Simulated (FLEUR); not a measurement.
# Sn: equation of state with RPBE

Sn:

```
Sn
1.0
     0.00000    3.23334    3.23334
     3.23334    0.00000    3.23334
     3.23334    3.23334    0.00000
Sn
2
Direct
  0.75000 0.75000 0.75000
  0.50000 0.50000 0.50000
```

This isn't the form of Sn at room conditions, which is tetragonal (white tin).

```
Program                  : FLEUR MaX-R8.1 (later development tree)
Task                     : equation of state
Functional               : RPBE
Potentials or basis      : all-electron
Basis                    : FLAPW
Kmax                     : 4.12 1/bohr
k mesh                   : 7 × 7 × 7
Occupations              : fermi-dirac, width 0.05 eV
Spin                     : no spin polarisation
Gmax                     : 12.8 1/bohr
Muffin-tin radii         : Sn 2.38 bohr
lmax                     : Sn 10
Local orbitals a species : Sn 5
```

```
Equilibrium volume : 38.25 Å³/atom (rough: see the caveat)
Bulk modulus       : 30 GPa (rough)
```

Energy against volume, from the lowest point:
| volume (Å³/atom) | energy (meV/atom) |
| --- | --- |
| 31.775 | 135.69 |
| 32.451 | 100.06 |
| 33.803 | 46.43 |
| 35.155 | 11.42 |
| 35.831 | 0.00 |

Caveat: the minimum lies outside the volumes run.
